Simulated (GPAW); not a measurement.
The system is MoS2.

```
Mo S
1.0
     3.22746    0.00000    0.00000
    -1.61373    2.79507    0.00000
     0.00000    0.00000    6.31247
Mo S
1 2
Direct
  0.00000 0.00000 0.50000
  0.66667 0.33333 0.74468
  0.33333 0.66667 0.25532
```

Measurements of this composition are mostly on another form, of space group No. 194.

| Quantity | Value |
| --- | --- |
| Program | GPAW 26.7.0 |
| Task | relaxation of cell and atoms |
| Functional | revPBE |
| Dispersion | D4 |
| Potentials or basis | the program's PAW data sets (release 1.2.1) made for this functional |
| Cutoff | 600 eV |
| Basis | pw |
| k mesh | 9 × 9 × 4 |
| Occupations | fermi-dirac, width 0.05 eV |
| Spin | no spin polarisation |

At the start: pressure -3.4 GPa; volume 18.98 Å³/atom.

Q: Where does the relaxation end?

A: Over 11 steps the energy falls by 51.2 meV/atom and the volume is 16.32 Å³/atom (-14.0 %); space group P-3m1 (No. 164, to 0.05 Å).

Step by step:
```
step  energy change (eV)  largest force (eV/Å)  pressure (GPa)  volume (Å³)
   1              0.0000                0.2984           -3.39        56.94
   2             -0.0100                0.3128           -3.07        56.62
   3             -0.0802                0.3472            1.61        52.01
   4             -0.0844                0.2462            0.77        52.18
   5             -0.0914                0.0223           -0.94        52.17
   6             -0.0946                0.1039           -1.39        52.02
   7             -0.1092                0.3426           -2.58        51.23
   8             -0.1279                0.5077           -3.15        50.05
   9             -0.1424                0.4415           -2.55        49.12
  10             -0.1517                0.1835           -1.11        48.97
  11             -0.1537                0.0060            0.05        48.96
```

Final structure:
```
Mo S
1.0
     3.16791    0.00001   -0.00001
    -1.58395    2.74349    0.00001
    -0.00002    0.00001    5.63295
Mo S
1 2
Cartesian
  0.0000 0.0000 2.8165
  1.5840 0.9145 4.3856
  0.0000 1.8290 1.2474
```

Caveat: later steps reuse the first step's grids.
